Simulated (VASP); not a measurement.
A calculation with VASP 6.6.1 of Cd (native input, structure from a POSCAR):

Contents of INCAR:

```
PREC     = Accurate       # precision mode
ENCUT    = 550            # plane-wave cutoff, eV
EDIFF    = 1E-6           # SCF threshold, eV
ISMEAR   = 0              # smearing method
SIGMA    = 0.05           # smearing width, eV
LREAL    = F              # projectors in reciprocal space
LASPH    = T              # aspherical terms in the spheres
NELM     = 80             # most SCF steps
ALGO     = Fast           # electronic algorithm
ISIF     = 2              # what is computed and relaxed
LWAVE    = F              # write WAVECAR
LCHARG   = F              # write CHGCAR
GGA      = PE             # functional
```

File KPOINTS:

```
Automatic mesh
0
Gamma
  10 10 5
```

File POSCAR:

```
Cd
2.9789
    0.999989929168      0.000000000000      0.000000000000
   -0.499994964584      0.866016682198      0.000000000000
    0.000000000000      0.000000000000      1.885813555339
Cd
2
Direct
    0.6666666667      0.3333333333      0.7500000000
    0.3333333333      0.6666666667      0.2500000000
```

Potentials or basis: VASP PAW PBE potentials, release 64 (Cd_GW).

Command:

```console
$ cat potpaw_PBE.64/Cd_GW/POTCAR > POTCAR
$ mpirun -np 1 vasp_std > vasp.out
```

Question: Write the same calculation in another form: ASE script, Cartesian positions.

Answer: As run:

File run.py:

```python
from ase.calculators.vasp import Vasp
from ase.dft.bandgap import bandgap
from ase.io import read

atoms = read('Cd.xyz')
calc = Vasp(
    directory='calc',
    xc='pbe',
    pp='PBE',
    setups={'base': 'minimal', 'Cd': '_GW'},
    prec='Accurate',
    encut=550,
    ediff=1e-06,
    ismear=0,
    sigma=0.05,
    lreal=False,
    lasph=True,
    nelm=100,
    algo='Fast',
    isif=2,
    lwave=False,
    lcharg=True,
    lelf=True,
    lvhar=True,
    kpts=[10, 10, 5],
    gamma=True,
)
atoms.calc = calc

print('energy (eV):', atoms.get_potential_energy())
print('free energy (eV):', atoms.get_potential_energy(force_consistent=True))
print('forces (eV/A):')
print(atoms.get_forces())
print('stress (eV/A^3, Voigt):', atoms.get_stress())
print('Fermi level (eV):', calc.get_fermi_level())
gap, top, bottom = bandgap(calc)
print('band gap (eV):', gap, 'from (spin, k, band)', top, 'to', bottom)
```

Contents of Cd.xyz:

```xyz
2
Lattice="2.9788700000 0.0000000000 0.0000000000 -1.4894350000 2.5797770946 0.0000000000 0.0000000000 0.0000000000 5.6176500000" Properties=species:S:1:pos:R:3 pbc="T T T"
Cd     1.4894350001      0.8599256981      4.2132375000
Cd    -0.0000000001      1.7198513965      1.4044125000
```

Potentials or basis: VASP PAW PBE potentials, release 64 (Cd_GW).

Run with:

```sh
$ python run.py
```

Both were run:

|  | native input, structure from a POSCAR | ASE script, Cartesian positions |
| --- | --- | --- |
| Pressure | 2.7 GPa | 2.7 GPa |
| Band gap on the k mesh | none (metal or under the smearing width) | none (metal or under the smearing width) |

Keys that steer only the numerical path or the files written may differ.
